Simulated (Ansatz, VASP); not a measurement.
## One calculation of Re, two programs

```
Re
1.0
    -1.57749    1.57749    1.57749
     1.57749   -1.57749    1.57749
     1.57749    1.57749   -1.57749
Re
1
Direct
  0.00000 0.00000 0.00000
```

Alike in both runs: task single point; functional BLYP; k mesh 16 × 16 × 16; occupations fermi-dirac, width 0.1 eV; no spin polarisation.

|  | VASP | Ansatz |
| --- | --- | --- |
| version | VASP 6.6.1 | Ansatz 0.2.0 |
| potentials or method | VASP PAW PBE potentials, release 64 (Re) | plane waves (420 eV) with PAW, scalar-relativistic |
| plane-wave cutoff (eV) | 520 | 420 |
| valence electrons in the cell | 7 | 15 |

|  | VASP | Ansatz | Ansatz less VASP |
| --- | --- | --- | --- |
| pressure (GPa) | 1.9 | 0.2 | -1.72 |

The functional is the same, so the differences come from potentials, cutoffs and numerics. The two sets of potentials don't hold the same shells in valence.

Caveats: the PAW data sets were made with another functional, which shifts forces and pressure a little (VASP). Spin-orbit coupling is left out, which matters for the levels of Re.
